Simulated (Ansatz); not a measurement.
## GaP: computed properties

Computed with Ansatz, DFT PBE, scalar-relativistic, plane waves, PAW.

Cutoff 420 eV; k points 9×9×9 on the computed 4-atom cell (Γ-centred); Gaussian smearing, width 0.02 eV; no spin polarisation.

The structure is relaxed at this level of theory with its symmetry kept. This form isn't the usual stable structure of the compound.

```
CELL_PARAMETERS angstrom
1.94231 1.12139 6.43468
-1.94231 1.12139 6.43468
0.00000 -2.24278 6.43468
ATOMIC_POSITIONS crystal
Ga 0.43558 0.43558 0.43558
Ga 0.56442 0.56442 0.56442
P 0.05751 0.05751 0.05751
P 0.94249 0.94249 0.94249
```

Task: Formation energy from the elements' standard states (uncorrected)?

Result: -0.302 eV/atom.

Task: Kohn–Sham band gap?

Result: 0.80 eV, indirect from Γ to F.

Task: Löwdin character of the top 1 eV of the valence band?

Result: P 3p 53 %, Ga 4p 41 %.

Task: Löwdin character of the lowest 1 eV of the conduction band?

Result: Ga 4p 30 %, P 3p 28 %, P 3s 21 %, Ga 4s 12 %, unprojected 8 %.

Task: Electron masses at the edge by Cartesian direction of the standard setting (m_e; degenerate bands sorted by energy; no spin-orbit coupling)?

Result: x: 0.26; y: 0.27; z: 0.25.

Task: Hole masses at the edge by Cartesian direction of the standard setting (m_e; degenerate bands sorted by energy; no spin-orbit coupling)?

Result: x: 0.53, 0.083; y: 0.53, 0.083; z: 1.4, 1.4.

Task: Bulk modulus?

Result: 69 GPa.

Task: Its pressure derivative?

Result: 4.7.

Task: Electronic dielectric constant xx, yy, zz of the standard setting (independent particles)?

Result: 12.2, 12.2, 15.1.

Task: Bader charges (e)?

Result: Ga (2 in the cell) 0.58, P (2 in the cell) -0.58.

An odd mesh misses points on the zone edge, so a gap read on it can be too wide.